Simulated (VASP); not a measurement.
# Ta (Im-3m) in VASP: RPA correlation energy with PBE

Aim: the RPA correlation energy of Ta with PBE.

All numbers are computed with VASP 6.6.1; they aren't measurements. Logs are shortened: lines on timing, memory, paths and dates and some standing lists are left out, and cuts for length are marked.

### 1 Starting point

It takes space group Im-3m (No. 229, cubic). Conventional cell: a = 3.282 Å, b = 3.282 Å, c = 3.282 Å, α = 90.00°, β = 90.00°, γ = 90.00°. Ta (site symmetry m-3m) has 8 Ta at 2.84 Å as nearest neighbours.

### 2 RPA correlation energy, PBE

The input, POSCAR:

```
Ta
1.0
   -1.6407700000      1.6407700000      1.6407700000
    1.6407700000     -1.6407700000      1.6407700000
    1.6407700000      1.6407700000     -1.6407700000
Ta
1
Direct
    0.0000000000      0.0000000000      0.0000000000
```

The input, INCAR.step1:

```
ALGO = Fast
EDIFF = 1E-8
ENCUT = 450
GGA = PE
ISMEAR = 0
LASPH = True
LCHARG = False
LREAL = False
LWAVE = True
NELM = 100
PREC = Accurate
SIGMA = 0.05
```

The input, INCAR.step2:

```
AEXX = 1.0
AGGAC = 0.0
ALDAC = 0.0
ALGO = EIGENVAL
EDIFF = 1E-8
ENCUT = 450
GGA = PE
ISMEAR = 0
ISTART = 1
LASPH = True
LCHARG = False
LHFCALC = True
LREAL = False
LWAVE = False
NELM = 1
PREC = Accurate
PRECFOCK = Fast
SIGMA = 0.05
```

The input, INCAR.step3:

```
ALGO = Exact
EDIFF = 1E-8
ENCUT = 450
GGA = PE
ISMEAR = 0
ISTART = 1
LASPH = True
LCHARG = False
LOPTICS = True
LREAL = False
LWAVE = True
NBANDS = 392
NELM = 1
PREC = Accurate
SIGMA = 0.05
```

The input, INCAR.step4:

```
ALGO = ACFDT
EDIFF = 1E-8
ENCUT = 450
ENCUTGW = 250
GGA = PE
ISMEAR = 0
ISTART = 1
LASPH = True
LCHARG = False
LREAL = False
LWAVE = False
NBANDS = 392
NELM = 100
NOMEGA = 12
PREC = Accurate
PRECFOCK = Fast
SIGMA = 0.05
```

The input, KPOINTS:

```
k-points
0
Gamma
  8 8 8
```

Potentials or basis: VASP PAW PBE potentials, release 64 (Ta_sv_GW).

Run with:

```sh
cat potpaw_PBE.64/Ta_sv_GW/POTCAR > POTCAR
cp INCAR.step1 INCAR
mpirun -np 1 vasp_std > vasp.out
cp INCAR.step2 INCAR
mpirun -np 1 vasp_std > vasp.out
cp INCAR.step3 INCAR
mpirun -np 1 vasp_std > vasp.out
cp INCAR.step4 INCAR
mpirun -np 1 vasp_std > vasp.out
```

OUTCAR:

```text
EDIFF = 1E-8
   ENCUT = 450
   ENCUTGW = 250
   GGA = PE
   ISMEAR = 0
   ISTART = 1
   LASPH = True
   LREAL = False
   NELM = 100
   PREC = Accurate
   PRECFOCK = Fast

 ion  position               nearest neighbor table
   1  0.000  0.000  0.000-

  LATTYP: Found a body centered cubic cell.
 ALAT       =     3.2815400000

  Lattice vectors:

 A1 = (  -1.6407700000,   1.6407700000,   1.6407700000)
 A2 = (   1.6407700000,  -1.6407700000,   1.6407700000)
 A3 = (   1.6407700000,   1.6407700000,  -1.6407700000)

Analysis of symmetry for initial positions (statically):
=====================================================================
 Subroutine PRICEL returns:
 Original cell was already a primitive cell.

 Routine SETGRP: Setting up the symmetry group for a
 body centered cubic supercell.

 Subroutine GETGRP returns: Found 48 space group operations
 (whereof 48 operations were pure point group operations)
 out of a pool of 48 trial point group operations.

The static configuration has the point symmetry O_h .

Analysis of symmetry for dynamics (positions and initial velocities):
=====================================================================
 Subroutine PRICEL returns:
 Original cell was already a primitive cell.

 Routine SETGRP: Setting up the symmetry group for a
 body centered cubic supercell.

 Subroutine GETGRP returns: Found 48 space group operations
 (whereof 48 operations were pure point group operations)
 out of a pool of 48 trial point group operations.

The dynamic configuration has the point symmetry O_h .

 Subroutine INISYM returns: Found 48 space group operations
 (whereof 48 operations are pure point group operations),
 and found     1 'primitive' translations

----------------------------------------------------------------------------------------

                                     Primitive cell

  volume of cell :      17.6686

  direct lattice vectors                    reciprocal lattice vectors
    -1.640770000  1.640770000  1.640770000     0.000000000  0.304734972  0.304734972
     1.640770000 -1.640770000  1.640770000     0.304734972  0.000000000  0.304734972
     1.640770000  1.640770000 -1.640770000     0.304734972  0.304734972  0.000000000

  length of vectors
     2.841897004  2.841897004  2.841897004     0.430960330  0.430960330  0.430960330

  position of ions in fractional coordinates (direct lattice)
     0.000000000  0.000000000  0.000000000

  ion indices of the primitive-cell ions
   primitive index   ion index
                 1           1

----------------------------------------------------------------------------------------

 KPOINTS: k-points

Automatic generation of k-mesh.
 Grid dimensions read from file:
 generate k-points for:    8    8    8

 Generating k-lattice:

  Cartesian coordinates                     Fractional coordinates (reciprocal lattice)
     0.000000000  0.038091871  0.038091871     0.125000000  0.000000000  0.000000000
     0.038091871  0.000000000  0.038091871     0.000000000  0.125000000  0.000000000
     0.038091871  0.038091871  0.000000000     0.000000000  0.000000000  0.125000000

  Length of vectors
     0.053870041  0.053870041  0.053870041

  Shift w.r.t. Gamma in fractional coordinates (k-lattice)
     0.000000000  0.000000000  0.000000000

 Subroutine IBZKPT returns following result:
 ===========================================

 Found     29 irreducible k-points:

 Following reciprocal coordinates:
            Coordinates               Weight
  0.000000  0.000000  0.000000      1.000000
  0.125000  0.000000  0.000000     12.000000
  0.250000  0.000000  0.000000     12.000000
  0.375000  0.000000  0.000000     12.000000
  0.500000  0.000000  0.000000      6.000000
  0.125000  0.125000  0.000000     24.000000
[... 16 lines left out ...]
 -0.250000  0.250000  0.250000      6.000000
 -0.375000  0.375000  0.250000     24.000000
 [... further k-points ...]
   k-points           NKPTS =     29   k-points in BZ     NKDIM =    512   number of bands    NBANDS=    392
   number of dos      NEDOS =    301   number of ions     NIONS =      1
   total plane-waves  NPLWV =   8000
   dimension x,y,z NGX =    20 NGY =   20 NGZ =   20
   dimension x,y,z NGXF=    40 NGYF=   40 NGZF=   40
   ions per type =               1
   NGX,Y,Z   is equivalent  to a cutoff of  11.70, 11.70, 11.70 a.u.
   NGXF,Y,Z  is equivalent  to a cutoff of  23.40, 23.40, 23.40 a.u.
 SYSTEM =  unknown system
   PREC   = accura    normal or accurate (medium, high low for compatibility)
   ISTART =      1    job   : 0-new  1-cont  2-samecut
   ICHARG =      0    charge: 1-file 2-atom 10-const
   ISPIN  =      1    spin polarized calculation?
   LNONCOLLINEAR =      F non collinear calculations
   LSORBIT =      F    spin-orbit coupling
   LASPH  =      T    aspherical Exc in radial PAW
   ENCUT  =  450.0 eV  33.07 Ry    5.75 a.u.   4.92  4.92  4.92*2*pi/ulx,y,z
   NELM   =    100;   NELMIN=  2; NELMDL=  0     # of ELM steps
   EDIFF  = 0.1E-07   stopping-criterion for ELM
   LREAL  =      F    real-space projection
   EDIFFG = 0.1E-06   stopping-criterion for IOM
   NSW    =      0    number of steps for IOM
   IBRION =     -1    ionic relax: 0-MD 1-quasi-New 2-CG
   NFREE  =      0    steps in history (QN), initial steepest desc. (CG)
   ISIF   =      0    stress and relaxation
   ISYM   =      3    0-nonsym 1-usesym 2-fastsym
   POTIM  = 0.5000    time-step for ionic-motion
   TEBEG  =    0.0;   TEEND  =   0.0 temperature during run
   PSTRESS=    0.0 pullay stress
   NELECT =      13.0000    total number of electrons
   NUPDOWN=      -1.0000    fix difference up-down
   EMIN   =  10.00;   EMAX   =-10.00  energy-range for DOS
   EFERMI =   0.00;   METHOD = LEGACY
   ISMEAR =     0;   SIGMA  =   0.05  broadening in eV -4-tet -1-fermi 0-gaus
   EFERMI_NEDOS =   21; number of points for ismear=-14 and -15
   IALGO  =     38    algorithm
   IMIX   =      4    mixing-type and parameters
     AMIX     =   0.40;   BMIX     =  1.00
     AMIX_MAG =   1.60;   BMIX_MAG =  1.00
  volume/ion in A,a.u.               =      17.67       119.23
  Fermi-wavevector in a.u.,A,eV,Ry     =   1.477934  2.792889 29.719037  2.184288
  Thomas-Fermi vector in A             =   2.592277
   LORBIT       =      0    0 simple, 1 ext, 2 COOP (PROOUT), +10 PAW based schemes
   GGA     = PE    functional components
   LHFCALC =     T    Hartree Fock is set to
   PRECFOCK=fast      Normal, Fast or Accurate (Low or Medium for compatibility)
   ENCUT4O =  -1.0   cutoff for four orbital integrals eV
   NKREDX  =     1    reduce k-point grid by
   NKREDY  =     1    reduce k-point grid by
   NKREDZ  =     1    reduce k-point grid by
   AEXX    =    1.0000 exact exchange contribution
   HFSCREEN=    0.0000 screening length (either q_TF or 0.3 A-1)
   HFSCREENC=   0.0000 screening length for correlation (either q_TF or 0.3 A-1)
   ENCUTFOCK=  -1.0 apply spherical cutoff to Coloumb kernel
   IVDW    =     0    specifies the selected vdW correction
   LEPSILON=     F    determine dielectric tensor
   LRPA    =     F    only Hartree local field effects (RPA)
   LRPAFORCE           =     F    calculate RPA forces
   ENCUTGW             = 250.0    cutoff for response function in eV
   ENCUTGWSOFT         = 200.0    soft cutoff for Coulomb kernel in GW response function in eV
   ENCUTLF             =  -1.0    cutoff for local field effects
   NELMGW              =     1    number of iterations in solving QP/BSE equation
   NELMHF              =     1    number of iterations in the inner HF iteration
   NKREDLFX            =     1    NKREDLFY  =   1   NKREDLFZ  =   1
 non-spin polarized calculation
 Gauss-broadening in eV      SIGMA  =   0.05
  energy-cutoff  :      450.00
  volume of cell :       17.67
 maximum number of plane-waves:       392
  NGX = 14; NGY = 14; NGZ = 14
   NGX =  9   NGY =  9   NGZ =  9
 maximum number of plane-waves:       164

      cutoff energy     smooth cutoff   RPA   correlation   Hartree contr. to MP2
---------------------------------------------------------------------------------
            250.000           200.000      -20.1756046372      -55.0372058204
            238.095           190.476      -19.9848821664      -54.8289045687
            226.757           181.406      -19.7910652068      -54.6164863533
            215.959           172.768      -19.5942492924      -54.3999255728
            205.676           164.541      -19.3951291639      -54.1798446898
            195.882           156.705      -19.1940695902      -53.9564902988
            186.554           149.243      -18.9909747318      -53.7295490257
            177.670           142.136      -18.7863972039      -53.4994434015
  linear regression
  converged value                          -22.2064745978      -57.2889253966
```

Wall time 71 min (1 thread of Intel Xeon Platinum 8259CL at 2.50GHz (Skylake/Cascade Lake), shared host); peak memory 1.5 GiB.

Results:

```yaml
Band_gap_on_the_k_mesh_mean-field_level: none (metal or under the smearing width)
RPA_correlation_energy: -22.206 eV/atom
RPA_total_energy_per_cell: -43.163 eV
RPA_correlation_energy_per_cell: -22.206 eV
```

Caveat: the ground state has no gap, which makes the many-body step unreliable. The run has no spin-orbit coupling, so splittings on Ta are missing.
